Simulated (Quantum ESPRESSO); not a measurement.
# Hg2S (Fm-3m) in Quantum ESPRESSO: single point with LDA

Aim: the single point of Hg2S with LDA.

Everything below comes from runs of Quantum ESPRESSO 7.5. Logs are shortened: lines on timing, memory, paths and dates and some standing lists are left out, and cuts for length are marked.

**1. The undisturbed crystal**

Symmetry: Fm-3m, No. 225, cubic system. Conventional cell: a = 6.906 Å, b = 6.906 Å, c = 6.906 Å, α = 90.00°, β = 90.00°, γ = 90.00°. Around Hg (site symmetry -43m) lie 4 S at 2.99 Å. S (site symmetry m-3m) has 8 Hg at 2.99 Å as nearest neighbours.

The cell was built by a generator and needn't be a form met in nature.

**2. Single point, LDA (atoms moved at random, drawn with an rms of 0.1 Å)**

pw.in

```
&CONTROL
  calculation = 'scf'
  prefix = 'pwscf'
  outdir = './tmp'
  pseudo_dir = './pseudo'
  tprnfor = .true.
  tstress = .true.
  disk_io = 'low'
/
&SYSTEM
  ibrav = 0
  celldm(1) = 8
  nat = 3
  ntyp = 2
  ecutwfc = 52
  ecutrho = 312
  nbnd = 22
  occupations = 'smearing'
  smearing = 'fd'
  degauss = 0.00367493
/
&ELECTRONS
  conv_thr = 6d-10
  electron_maxstep = 120
  mixing_beta = 0.5
/
ATOMIC_SPECIES
Hg   200.5920 Hg.LDA_PW-JTH.UPF
S     32.0600 S.LDA_PW-JTH.UPF
CELL_PARAMETERS alat
  0.0000000000000   0.8156690114517   0.8156690114517
  0.8156690114517   0.0000000000000   0.8156690114517
  0.8156690114517   0.8156690114517   0.0000000000000
ATOMIC_POSITIONS crystal
Hg     0.7365530000    0.7740150000    0.7489330000
Hg     0.2463160000    0.2519670000    0.2631060000
S     -0.0075070000    0.0340520000   -0.0150630000
K_POINTS automatic
5 5 5 0 0 0
```

scf2.in

```
&CONTROL
  calculation = 'scf'
  prefix = 'pwscf'
  outdir = './tmp'
  pseudo_dir = './pseudo'
  tprnfor = .true.
  tstress = .true.
  disk_io = 'low'
/
&SYSTEM
  ibrav = 0
  celldm(1) = 8
  nat = 3
  ntyp = 2
  ecutwfc = 52
  ecutrho = 312
  nbnd = 22
  occupations = 'smearing'
  smearing = 'fd'
  degauss = 0.00367493
/
&ELECTRONS
  conv_thr = 1d-11
  electron_maxstep = 120
  mixing_beta = 0.5
  startingpot = 'file'
  startingwfc = 'file'
/
ATOMIC_SPECIES
Hg   200.5920 Hg.LDA_PW-JTH.UPF
S     32.0600 S.LDA_PW-JTH.UPF
CELL_PARAMETERS alat
  0.0000000000000   0.8156690114517   0.8156690114517
  0.8156690114517   0.0000000000000   0.8156690114517
  0.8156690114517   0.8156690114517   0.0000000000000
ATOMIC_POSITIONS crystal
Hg     0.7365530000    0.7740150000    0.7489330000
Hg     0.2463160000    0.2519670000    0.2631060000
S     -0.0075070000    0.0340520000   -0.0150630000
K_POINTS automatic
5 5 5 0 0 0
```

Potentials or basis: JTH 2.0 LDA.

Started as:

```
$ OMP_NUM_THREADS=1 pw.x -in pw.in > pw.out
$ OMP_NUM_THREADS=1 pw.x -in scf2.in > scf2.out
```

pw.out:

```text
This program is part of the open-source Quantum ESPRESSO suite
     for quantum simulation of materials; please cite
         "P. Giannozzi et al., J. Phys.:Condens. Matter 21 395502 (2009);
         "P. Giannozzi et al., J. Phys.:Condens. Matter 29 465901 (2017);
         "P. Giannozzi et al., J. Chem. Phys. 152 154105 (2020);
     in publications or presentations arising from this work. More details at

     file Hg.LDA_PW-JTH.UPF: wavefunction(s)  6S 0S 6P 0P 5D 0D renormalized
     file S.LDA_PW-JTH.UPF: wavefunction(s)  3S 0S 3P 0P renormalized

     G-vector sticks info
     --------------------
     sticks:   dense  smooth     PW     G-vecs:    dense   smooth      PW
     Sum        1813    1225    361                51493    27989    4477

     Using Slab Decomposition

     bravais-lattice index     =            0
     lattice parameter (alat)  =       8.0000  a.u.
     unit-cell volume          =     555.7019 (a.u.)^3
     number of atoms/cell      =            3
     number of atomic types    =            2
     number of electrons       =        30.00
     number of Kohn-Sham states=           22
     kinetic-energy cutoff     =      52.0000  Ry
     charge density cutoff     =     312.0000  Ry
     scf convergence threshold =      6.0E-10
     mixing beta               =       0.5000
     number of iterations used =            8  plain     mixing
     Exchange-correlation= SLA PW NOGX NOGC
                           (   1   4   0   0   0   0   0)

     celldm(1)=   8.000000  celldm(2)=   0.000000  celldm(3)=   0.000000
     celldm(4)=   0.000000  celldm(5)=   0.000000  celldm(6)=   0.000000

     crystal axes: (cart. coord. in units of alat)
               a(1) = (   0.000000   0.815669   0.815669 )
               a(2) = (   0.815669   0.000000   0.815669 )
               a(3) = (   0.815669   0.815669   0.000000 )

     reciprocal axes: (cart. coord. in units 2 pi/alat)
               b(1) = ( -0.612994  0.612994  0.612994 )
               b(2) = (  0.612994 -0.612994  0.612994 )
               b(3) = (  0.612994  0.612994 -0.612994 )

     PseudoPot. # 1 for Hg read from file:
     Hg.LDA_PW-JTH.UPF
     Pseudo is Projector augmented-wave + core cor, Zval = 12.0
     Generated using ATOMPAW code
     Shape of augmentation charge: SINC**2
     Using radial grid of 1128 points,  6 beta functions with:
                l(1) =   0
                l(2) =   0
                l(3) =   1
                l(4) =   1
                l(5) =   2
                l(6) =   2
     Q(r) pseudized with 0 coefficients

     PseudoPot. # 2 for S  read from file:
     S.LDA_PW-JTH.UPF
     Pseudo is Projector augmented-wave + core cor, Zval =  6.0
     Generated using ATOMPAW code
     Shape of augmentation charge: SINC**2
     Using radial grid of  999 points,  4 beta functions with:
                l(1) =   0
                l(2) =   0
                l(3) =   1
                l(4) =   1
     Q(r) pseudized with 0 coefficients

     atomic species   valence    mass     pseudopotential
     Hg               12.00   200.59200     Hg( 1.00)
     S                 6.00    32.06000     S ( 1.00)

     No symmetry found

   Cartesian axes

     site n.     atom                  positions (alat units)
         1        Hg     tau(   1) = (   1.2422215   1.2116649   1.2321235  )
         2        Hg     tau(   2) = (   0.4201291   0.4155197   0.4064340  )
         3        S      tau(   3) = (   0.0154887  -0.0184096   0.0216519  )

     number of k points=    63  Fermi-Dirac smearing, width (Ry)=  0.0037
                       cart. coord. in units 2pi/alat
        k(    1) = (   0.0000000   0.0000000   0.0000000), wk =   0.0160000
        k(    2) = (   0.1225987   0.1225987  -0.1225987), wk =   0.0320000
        k(    3) = (   0.2451975   0.2451975  -0.2451975), wk =   0.0320000
        k(    4) = (   0.2451975   0.0000000  -0.0000000), wk =   0.0320000
        k(    5) = (   0.3677962   0.1225987  -0.1225987), wk =   0.0320000
        k(    6) = (  -0.1225987  -0.3677962   0.3677962), wk =   0.0320000
[... 55 lines left out ...]
        k(   62) = (   0.6129937  -0.1225987  -0.3677962), wk =   0.0320000
        k(   63) = (  -0.6129937   0.1225987  -0.3677962), wk =   0.0320000

     Dense  grid:    51493 G-vectors     FFT dimensions: (  54,  54,  54)

     Smooth grid:    27989 G-vectors     FFT dimensions: (  45,  45,  45)

     Check: negative core charge=   -0.000001

     Initial potential from superposition of free atoms

     starting charge      29.9998, renormalised to      30.0000

     negative rho (up, down):  4.860E-02 0.000E+00
     Starting wfcs are   44 randomized atomic wfcs

     Self-consistent Calculation

     iteration #  1     ecut=    52.00 Ry     beta= 0.50
     Davidson diagonalization with overlap
     ethr =  1.00E-02,  avg # of iterations =  4.0

     Threshold (ethr) on eigenvalues was too large:
     Diagonalizing with lowered threshold

     Davidson diagonalization with overlap
     ethr =  3.59E-04,  avg # of iterations =  4.3

     negative rho (up, down):  5.072E-02 0.000E+00

     total energy              =   -1630.89375467 Ry
     estimated scf accuracy    <       0.10432403 Ry

     iteration #  2     ecut=    52.00 Ry     beta= 0.50
     Davidson diagonalization with overlap
     ethr =  3.48E-04,  avg # of iterations =  2.1

     negative rho (up, down):  4.999E-02 0.000E+00

     total energy              =   -1630.93078323 Ry
     estimated scf accuracy    <       0.04098427 Ry

     iteration #  3     ecut=    52.00 Ry     beta= 0.50
     Davidson diagonalization with overlap
     ethr =  1.37E-04,  avg # of iterations =  2.1

     negative rho (up, down):  5.007E-02 0.000E+00

     total energy              =   -1630.94182004 Ry
     estimated scf accuracy    <       0.00072097 Ry

     iteration #  4     ecut=    52.00 Ry     beta= 0.50
     Davidson diagonalization with overlap
     c_bands:  1 eigenvalues not converged
     c_bands:  1 eigenvalues not converged
     c_bands:  1 eigenvalues not converged
     c_bands:  1 eigenvalues not converged
     c_bands:  2 eigenvalues not converged
     c_bands:  1 eigenvalues not converged
[... 15 lines left out ...]
     c_bands:  1 eigenvalues not converged
     c_bands:  1 eigenvalues not converged
     ethr =  2.40E-06,  avg # of iterations = 14.8
[... 51 lines left out ...]
     iteration # 10     ecut=    52.00 Ry     beta= 0.50
     Davidson diagonalization with overlap
     ethr =  1.20E-10,  avg # of iterations =  6.5

     negative rho (up, down):  4.989E-02 0.000E+00

     total energy              =   -1630.94421360 Ry
     estimated scf accuracy    <       0.00000004 Ry

     iteration # 11     ecut=    52.00 Ry     beta= 0.50
     Davidson diagonalization with overlap
     ethr =  1.20E-10,  avg # of iterations =  2.0

     negative rho (up, down):  4.989E-02 0.000E+00

     total energy              =   -1630.94421360 Ry
     estimated scf accuracy    <          6.8E-09 Ry

     iteration # 12     ecut=    52.00 Ry     beta= 0.50
     Davidson diagonalization with overlap
     ethr =  2.27E-11,  avg # of iterations =  5.6

     negative rho (up, down):  4.989E-02 0.000E+00

     total energy              =   -1630.94421360 Ry
     estimated scf accuracy    <          1.3E-09 Ry

     iteration # 13     ecut=    52.00 Ry     beta= 0.50
     Davidson diagonalization with overlap
     ethr =  4.40E-12,  avg # of iterations =  2.1

     negative rho (up, down):  4.989E-02 0.000E+00

     End of self-consistent calculation

          k = 0.0000 0.0000 0.0000 (  3527 PWs)   bands (ev):

    -5.7397   0.1590   0.1784   0.2284   0.3201   0.3259   1.2079   1.2130
     1.2161   1.5397   1.5415   2.8354   5.5286   5.5561   5.5637   7.8468
     9.7795   9.8060   9.8566  14.7221  14.8902  15.0320

          k = 0.1226 0.1226-0.1226 (  3557 PWs)   bands (ev):

    -5.6529   0.2437   0.2642   0.2870   0.4306   0.4572   1.1200   1.1467
     1.1495   1.3999   1.4008   2.5983   5.2004   5.3544   5.4187   7.1467
    10.3027  10.3237  11.6296  13.8142  13.9183  14.2582

          k = 0.2452 0.2452-0.2452 (  3507 PWs)   bands (ev):

    -5.5076   0.4670   0.4763   0.6843   0.7036   0.7519   0.9373   0.9699
     1.0026   1.0720   1.0908   1.7643   4.3327   5.0897   5.1862   8.2073
    10.7874  10.9936  11.9728  13.9685  14.0139  14.3103

          k = 0.2452 0.0000-0.0000 (  3531 PWs)   bands (ev):

    -5.6271   0.1102   0.3244   0.3906   0.3999   0.5540   1.0690   1.0874
     1.1904   1.2342   1.5358   2.6289   5.0179   5.0429   6.1601   6.4231
    10.3792  10.3966  11.7847  12.8344  15.6490  15.8284

          k = 0.3678 0.1226-0.1226 (  3517 PWs)   bands (ev):

    -5.5011   0.2238   0.4381   0.6212   0.6289   0.7799   0.8498   0.9449
     0.9791   1.1769   1.3773   2.2581   3.9509   4.7094   6.1490   7.3145
    10.1447  11.1240  11.7051  14.3469  15.1923  15.4026

          k =-0.1226-0.3678 0.3678 (  3515 PWs)   bands (ev):

    -5.4549   0.4674   0.5486   0.6021   0.7299   0.7560   0.9591   0.9857
     1.0351   1.0633   1.1076   1.8871   3.3797   4.8241   6.1148   7.9736
    10.0031  11.6499  11.8894  13.5021  14.2674  15.8849

          k = 0.0000-0.2452 0.2452 (  3535 PWs)   bands (ev):

    -5.5539   0.2958   0.3411   0.5013   0.6123   0.6517   0.9612   1.0810
     1.0823   1.1296   1.3054   2.4132   3.9110   5.2195   6.1054   7.0786
    10.0408  11.3209  12.5864  13.1227  13.4713  16.3754

          k = 0.4904 0.0000-0.0000 (  3495 PWs)   bands (ev):

    -5.4424   0.0900   0.3971   0.6145   0.7281   0.7458   0.8193   0.9268
     0.9393   1.2472   1.5264   2.4520   4.2120   4.2176   5.5815   7.4382
     9.2369  11.7788  11.7874  15.5491  15.6052  16.0361
[... 301 lines left out ...]
          k = 0.1226-0.6130 0.3678 (  3515 PWs)   bands (ev):

    -5.4347   0.3198   0.4935   0.5457   0.6937   0.8037   0.8816   1.0054
     1.0625   1.1362   1.2025   2.5099   3.1189   4.1284   7.1453   7.3095
     9.6156  10.6390  12.5819  13.6817  15.9087  16.4073

          k =-0.3678 0.6130-0.1226 (  3515 PWs)   bands (ev):

    -5.4363   0.3248   0.4940   0.5469   0.6955   0.7966   0.8842   1.0092
     1.0607   1.1342   1.2012   2.5169   3.1181   4.1269   7.1370   7.3087
     9.6407  10.6030  12.5857  13.6886  15.9222  16.4202

          k =-0.3678-0.6130 0.1226 (  3515 PWs)   bands (ev):

    -5.4298   0.3238   0.5139   0.5631   0.6791   0.8007   0.8950   1.0102
     1.0671   1.1320   1.1846   2.3921   3.0824   4.2266   7.1125   7.4443
     9.6418  10.5348  12.6483  13.5576  15.8988  16.4217

          k = 0.6130-0.1226-0.3678 (  3515 PWs)   bands (ev):

    -5.4313   0.3267   0.5045   0.5530   0.6888   0.7922   0.8969   1.0083
     1.0675   1.1437   1.1800   2.4404   3.0779   4.1950   7.1194   7.4154
     9.6066  10.5981  12.6130  13.6132  15.8869  16.4024

          k =-0.6130 0.1226-0.3678 (  3515 PWs)   bands (ev):

    -5.4333   0.3300   0.5034   0.5386   0.6814   0.8029   0.8944   1.0097
     1.0638   1.1410   1.1866   2.4772   3.0996   4.1649   7.1253   7.3526
     9.6303  10.6164  12.5954  13.6414  15.9041  16.4149

     the Fermi energy is     7.0936 ev

!    total energy              =   -1630.94421360 Ry
     total all-electron energy =     -1630.944214 Ry
     estimated scf accuracy    <          2.8E-10 Ry
     smearing contrib. (-TS)   =      -0.00185986 Ry
     internal energy E=F+TS    =   -1630.94235375 Ry

     The total energy is F=E-TS. E is the sum of the following terms:
     one-electron contribution =     -30.91124840 Ry
     hartree contribution      =      39.60797796 Ry
     xc contribution           =     -30.02484277 Ry
     ewald contribution        =    -155.48495550 Ry
     one-center paw contrib.   =   -1454.12928504 Ry

     convergence has been achieved in  13 iterations

     negative rho (up, down):  4.989E-02 0.000E+00

     Forces acting on atoms (cartesian axes, Ry/au):

     atom    1 type  1   force =    -0.00010845   -0.00021301    0.00048887
     atom    2 type  1   force =    -0.00070052   -0.00105540    0.00101202
     atom    3 type  2   force =     0.00080896    0.00126840   -0.00150088

     Total force =     0.002728     Total SCF correction =     0.000001

     Computing stress (Cartesian axis) and pressure

     negative rho (up, down):  4.989E-02 0.000E+00
          total   stress  (Ry/bohr**3)                   (kbar)     P=      -64.16
  -0.00043199  -0.00000116   0.00000316          -63.55       -0.17        0.47
  -0.00000116  -0.00043897  -0.00000397           -0.17      -64.57       -0.58
   0.00000316  -0.00000397  -0.00043743            0.47       -0.58      -64.35

=------------------------------------------------------------------------------=
   JOB DONE.
=------------------------------------------------------------------------------=
```

It took 3.9 min on 1 thread of Arm Neoverse V1, shared host; peak memory 0.3 GiB.

What came out:

| Property | Result |
| --- | --- |
| Free energy | -22190.1265 eV |
| Pressure | -6.4 GPa |
| Largest force | 0.055 eV/Å |
| Band gap on the k mesh | none (metal or under the smearing width) |

Forces on the atoms (eV/Å):
```
Hg  -0.003 -0.005  0.013
Hg  -0.018 -0.027  0.026
S    0.021  0.033 -0.039
```

Stress tensor (GPa, compression positive):
```
-6.36 -0.02  0.05
-0.02 -6.46 -0.06
 0.05 -0.06 -6.44
```

Caveat: the k mesh is coarse.
